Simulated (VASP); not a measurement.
Input of a VASP 6.6.1 run:

File INCAR:

```
SYSTEM = Si
PREC = Accurate ; ENCUT = 400
EDIFF = 1E-6 ; ISMEAR = 0
SIGMA = 0.02 ; LREAL = .False.
LASPH = .True. ; NELM = 60
ALGO = Normal ; ISIF = 2
LWAVE = .False. ; LCHARG = .False.
GGA = PS ; NBANDS = 46
```

Contents of KPOINTS:

```
Automatic mesh
0
Gamma
  6 6 3
  0 0 0
```

File POSCAR:

```
Si
1.0
    5.4356200000      0.0000000000      0.0000000000
    0.0000000000      5.4356200000      0.0000000000
    0.0000000000      0.0000000000     10.8712400000
Si
16
Direct
    0.0000000000      0.0000000000      0.0000000000
    0.0000000000      0.5000000000      0.2500000000
    0.5000000000      0.0000000000      0.2500000000
    0.5000000000      0.5000000000      0.0000000000
    0.2500000000      0.2500000000      0.1250000000
    0.2500000000      0.7500000000      0.3750000000
    0.7500000000      0.2500000000      0.3750000000
    0.7500000000      0.7500000000      0.1250000000
    0.0000000000      0.0000000000      0.5000000000
    0.0000000000      0.5000000000      0.7500000000
    0.5000000000      0.0000000000      0.7500000000
    0.5000000000      0.5000000000      0.5000000000
    0.2500000000      0.2500000000      0.6250000000
    0.2500000000      0.7500000000      0.8750000000
    0.7500000000      0.2500000000      0.8750000000
    0.7500000000      0.7500000000      0.6250000000
```

Potentials or basis: VASP PAW PBE potentials, release 64 (Si).

Command:

```console
$ cat potpaw_PBE.64/Si/POTCAR > POTCAR
$ mpirun -np 1 vasp_std > vasp.out
```

What does it give for the band gap on the k mesh?

0.46 eV.

Estimate the pressure.

0.0 GPa.

Caveat: the PAW data sets were made with another functional, which shifts forces and pressure a little; an odd mesh through Γ misses points on the zone boundary, where band edges often lie. Expect the measured gap to be larger: semilocal functionals such as PBEsol lack the derivative discontinuity.
